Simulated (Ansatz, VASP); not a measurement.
## GaAs in VASP and in Ansatz

POSCAR

```
GaAs
1.0
    0.0000000000      2.8332000000      2.8332000000
    2.8332000000      0.0000000000      2.8332000000
    2.8332000000      2.8332000000      0.0000000000
Ga As
1 1
Direct
    0.0000000000      0.0000000000      0.0000000000
    0.2500000000      0.2500000000      0.2500000000
```

INCAR.step1

```
SYSTEM = GaAs
ALGO = Normal
EDIFF = 1E-4
ENCUT = 600
GGA = PE
ISMEAR = 0
LASPH = .TRUE.
LCHARG = .FALSE.
LREAL = .FALSE.
LWAVE = .TRUE.
NELM = 60
PREC = Accurate
SIGMA = 0.05
```

File INCAR.step2:

```
SYSTEM = GaAs
ALGO = Normal
EDIFF = 1E-6
EDIFFG = -0.003
ENCUT = 600
IBRION = 2
ISIF = 3
ISMEAR = 0
ISTART = 1
LASPH = .TRUE.
LCHARG = .FALSE.
LMIXTAU = .TRUE.
LREAL = .FALSE.
LWAVE = .FALSE.
METAGGA = R2SCAN
NELM = 60
NSW = 80
PREC = Accurate
SIGMA = 0.05
```

File KPOINTS:

```
k-points
0
G
  8 8 8
  0 0 0
```

Input for Ansatz:

```yaml
crystal:
  lattice:
    - [0.0, 2.8332, 2.8332]
    - [2.8332, 0.0, 2.8332]
    - [2.8332, 2.8332, 0.0]
  atoms:
    - { symbol: Ga, position: [0.0, 0.0, 0.0] }
    - { symbol: As, position: [0.25, 0.25, 0.25] }
scf:
  occupations: { method: gaussian, width: 0.05 }
output:
  forces: true
  stress: true
  eigenvalues: true
  write_density: true
  write_potential: true
  elf: true
  volumetric_format: npy
hamiltonian:
  xc: r2scan
kpoints:
  mp_grid: { grid: [8, 8, 8] }
relax:
  f_tol: 0.003
  cell: { stress_tol: 0.02 }
```

Alike in both runs: task relaxation of cell and atoms; functional r2SCAN; k mesh 8 × 8 × 8; occupations gaussian, width 0.05 eV; no spin polarisation.

|  | VASP | Ansatz |
| --- | --- | --- |
| version | VASP 6.6.1 | Ansatz 0.2.0 |
| potentials or method | VASP PAW PBE potentials, release 64 (Ga_d, As) | scalar-relativistic, plane waves, PAW |
| plane-wave cutoff (eV) | 600 | 500 |
| valence electrons in the cell | 18 | 28 |

Ansatz gave:

- gap on the k mesh at the Fermi level, each at its own relaxed structure (eV): 0.96
- relaxed volume (Å³/atom): 22.74
- relaxed cell length with the largest relative difference (Å): 4.007

Q: Estimate VASP's values.

A: gap on the k mesh at the Fermi level, each at its own relaxed structure (eV): 0.93; relaxed volume (Å³/atom): 22.77; relaxed cell length with the largest relative difference (Å): 4.008.

The two sets of potentials don't hold the same shells in valence.

Caveats: the PAW data sets were made with another functional, which shifts forces and pressure a little (VASP). r2SCAN opens gaps a little over a GGA but as a rule still falls short of measured ones. A k mesh can miss the band edges.
